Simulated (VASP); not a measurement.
# C in VASP: how settings move the PBE single point

The PBE single point of C in the diamond structure, under -3.9 % strain along z alone is repeated with altered inputs. Which of them can be trusted?

Program: VASP 6.6.1. PAW datasets, plane waves. Calculated at 0 K for a non-magnetic (in the reference) cell.

### Step 1. Starting point

The cell comes from an earlier relaxation with r2SCAN in another program, then strained, with the atoms relaxed again. Some of the altered inputs switch spin polarisation on.

The symmetry is I4_1/amd (No. 141, tetragonal); a = 2.517 Å, c = 3.422 Å in the conventional setting, 5.42 Å³ an atom. C has 4 C at 1.52 Å.

The structure in full:

```xyz
2
Lattice="0.0000 1.7801 1.7112 1.7801 0.0000 1.7112 1.7801 1.7801 0.0000" Properties=species:S:1:pos:R:3 pbc="T T T"
C     0.0000    0.0000    0.0000
C     0.8901    0.8901    0.8556
```

### Step 2. Baseline

INCAR

```
ENCUT = 520.000000
SIGMA = 0.020000
EDIFF = 1.00e-07
GGA = PE
PREC = Accurate
IBRION = -1
ISIF = 2
ISMEAR = -1
NBANDS = 11
NELM = 120
NSW = 0
LASPH = .TRUE.
LCHARG = .FALSE.
LWAVE = .FALSE.
LREAL = .FALSE.
```

KPOINTS

```
KPOINTS created by Atomic Simulation Environment
0
Gamma
12 12 12
0 0 0
```

POSCAR

```
C
 1.0000000000000000
     0.0000000000000000    1.7801241410999999    1.7112333367999999
     1.7801241410999999    0.0000000000000000    1.7112333367999999
     1.7801241410999999    1.7801241410999999    0.0000000000000000
 C
   2
Cartesian
  0.0000000000000000  0.0000000000000000  0.0000000000000000
  0.8900620705500000  0.8900620705500000  0.8556166683999998
```

A file KPOINTS_OPT adds named points for the levels; it doesn't enter the self-consistent loop.

Potentials: the recommended PBE PAW datasets, 8 valence electrons.

The run is started by

```console
mpirun -np 1 vasp_std
```

### Step 3. Try 1

INCAR

```
ENCUT = 520.000000
SIGMA = 0.020000
EDIFF = 1.00e-07
PREC = Accurate
IBRION = -1
ISIF = 2
ISMEAR = -1
NBANDS = 11
NSW = 0
LASPH = .TRUE.
LCHARG = .FALSE.
LWAVE = .FALSE.
LREAL = .FALSE.
LMAXMIX = 4
ISPIN = 2
MAGMOM = 2 -2
METAGGA = RTPSS
NELM = 67
```

KPOINTS is that of step 2.

POSCAR is that of step 2.

### Step 4. Try 2

Edit INCAR of step 2 so:

```diff
@@ -4,3 +4,2 @@
 GGA = PE
-PREC = Accurate
 IBRION = -1
@@ -15 +14,2 @@
 LREAL = .FALSE.
+PREC = Low
```

KPOINTS is that of step 2.

POSCAR is that of step 2.

Q: Predict the outcome of this session. Wanted: for each run, changed; ending; energy change; pressure; electronic steps; usable.

**Answer**, as computed:

| run | changed | ending | energy change (meV/atom) | pressure (GPa) | gap on the mesh (eV; negative: overlap) | electronic steps | time | usable |
| --- | --- | --- | --- | --- | --- | --- | --- | --- |
| ref. | – | converged | 0 | 24.1 | 3.24 | 11 | 6.5 s | yes |
| 1 | LMAXMIX = 4, ISPIN = 2, MAGMOM = 2 -2, METAGGA = RTPSS, NELM = 67 | converged | – | 19.6 | – | 18 | 80 s | yes |
| 2 | PREC = Low | converged | -0.3 | 24.2 | 3.24 | 11 | 2.7 s | yes |

Of 2 altered inputs, 2 gave usable results. «PREC = Low» moves the energy by -0.3 meV/atom.
